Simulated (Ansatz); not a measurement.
input.yaml

```yaml
crystal:
  lattice:
    - [3.1164662397, -0.0779389435, -0.0281429796]
    - [-1.6257302248, 2.7279447903, 0.0663932426]
    - [-0.04470444, 0.09596928, 4.73042328]
  atoms:
    - { symbol: Ti, position: [0.3260126859, 0.6795914936, 0.2562462655] }
    - { symbol: Ti, position: [0.6739873141, 0.3204085064, 0.7437537345] }
basis:
  ecutwfc: 420
kpoints:
  mp_grid: { grid: [14, 14, 8] }
hamiltonian:
  xc: pbe
scf:
  occupations: { method: gaussian, width: 0.1 }
output:
  forces: true
  stress: true
  eigenvalues: true
```

Command:
```bash
ansatz run input.yaml --threads 1 --pin off --max-ram 1331MiB --backend cpu --events-out ev --progress --plain --runs-dir out
```

Method: Ansatz, DFT PBE, scalar-relativistic, plane waves, PAW.

Abridged output (final results; tables in files aren't shown):

```
SCF 1 converged in 7 iterations: F = -4999.095958 eV  dr2 = 3.51e-10
SCF converged after 7 iterations
Free energy (F): -4999.095958 eV
Harris-Foulkes:  -4999.095958 eV  (|F-HF|=1.24e-10)
Internal energy: -4999.082812 eV  (E = F + TS)
E sigma→0 (E₀):  -4999.089385 eV
Entropy (-TS):   -0.013146 eV (-6.573 meV/atom)
Fermi energy:    11.432148 eV
--- Per-component energies (eV) ---
  E_band       = -364.693884
  E_kinetic    = 538.708258
  E_local      = -1775.543597  (includes V_loc(G=0)·N_el)
  E_nonlocal   = 16.071949
  E_hartree    = 718.786522
  E_xc         = -192.782530
  E_vxc        = -240.954036  (∫ρ·V_xc dr)
  E_paw        = -2094.427766  (= ΣΔE_a)
  E_vpaw       = -340.549862  (= ΣTr[D̂ρ^β])
  E_aug_tail   = 0.000241  (compensation charges beyond the density's cutoff)
  E_ewald      = -2209.895889
  E_smearing   = -0.013146  (= −TS)
--- Forces (eV/Å), atoms counted from 1 ---
  atom   1  Ti     0.23712690    -0.08330957    -0.06882019
  atom   2  Ti    -0.23712690     0.08330957     0.06882019
--- Stress (GPa, compression-positive) ---
      -13.019172       2.780879       0.305250
        2.780879     -11.465694      -1.276376
        0.305250      -1.276376      -8.708124
  P = ⅓ Tr σ = -11.0643 GPa (-110.643 kbar)
--- Band table (eV; the first three rows and the last of 788) ---
  k-point 0: bands = ["-45.6146", "-45.5168", "-22.1162", "-21.6856", "-21.6718", "-21.6236", "-21.5973", "-21.5650", "5.5726", "9.0987", "11.8775", "12.1298", "12.2688", "12.3167", "12.4323", "12.6226"]
  k-point 1: bands = ["-45.6110", "-45.5204", "-22.0974", "-21.6841", "-21.6690", "-21.6278", "-21.6112", "-21.5712", "5.6972", "9.0190", "11.8011", "11.9633", "12.1620", "12.1949", "12.4459", "12.6669"]
  k-point 2: bands = ["-45.6008", "-45.5308", "-22.0437", "-21.6914", "-21.6642", "-21.6551", "-21.6254", "-21.5844", "6.0615", "8.7112", "11.6026", "11.6865", "11.9919", "12.0848", "12.2838", "12.5649"]
  k-point 787: bands = ["-45.5361", "-45.5350", "-22.0030", "-21.9961", "-21.7268", "-21.7041", "-21.6805", "-21.6636", "9.1589", "9.2844", "10.7003", "10.7125", "12.1952", "12.4338", "12.8674", "13.0189"]
```

The run converged.